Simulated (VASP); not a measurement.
Write the native input for VASP 6.6.1 that does the following.

```yaml
Task: relaxation of the atoms
Functional: PBE
Dispersion: dDsC
Potentials_or_basis: VASP PAW PBE potentials, release 64 (Ru_pv)
Cutoff: 520 eV
k_mesh: 11 × 11 × 1
Occupations: gaussian, width 0.05 eV
Spin: no spin polarisation
Dipole_correction: yes
Atoms_held_fixed_from_0: "[0, 1]"
Further_INCAR_settings: ALGO = Fast; EDIFF = 1e-06; IBRION = 2; EDIFFG = -0.01; NSW = 40
```

The structure of Ru lies in POSCAR:

```
Ru
1.0
    2.7082189719      0.0000000000      0.0000000000
   -1.3541094860      2.3453864287      0.0000000000
    0.0000000000      0.0000000000     23.8450061240
Ru
5
Selective dynamics
Direct
    0.6666666667      0.3333333333      0.3145312675  F F F
    0.3333333333      0.6666666667      0.4072656338  F F F
    0.0000000000      0.0000000000      0.5000000000  T T T
    0.6666666667      0.3333333333      0.5927343662  T T T
    0.3333333333      0.6666666667      0.6854687325  T T T
```

The cell isn't the ideal one: the (1 1 1) slab of Ru, cut from the database cell, not relaxed.

The input as run:

INCAR

```
PREC = Accurate ; ENCUT = 520
EDIFF = 1E-6 ; ISMEAR = 0
SIGMA = 0.05 ; LREAL = F
LASPH = T ; NELM = 60
ALGO = Fast ; ISIF = 2
LWAVE = F ; LCHARG = F
LDIPOL = T ; IDIPOL = 3
DIPOL = 0.5 0.5 0.500 ; GGA = PE
IVDW = 4 ; IBRION = 2
NSW = 40 ; EDIFFG = -0.01
```

KPOINTS

```
Automatic mesh
0
Gamma
  11 11 1
```

Potentials or basis: VASP PAW PBE potentials, release 64 (Ru_pv).

Launch:

```console
$ cat potpaw_PBE.64/Ru_pv/POTCAR > POTCAR
$ mpirun -np 1 vasp_std > vasp.out
```

Results of the run:

The energy gained by relaxing is 12.9 meV/atom. The ionic steps are 11, the band gap on the k mesh is none (metal or under the smearing width) and the dispersion energy per atom is -0.287 eV.

It took 13 min on 1 thread of AMD EPYC 9R45 96-Core Processor (Zen 5) (shared host), peak memory 0.28 GiB.
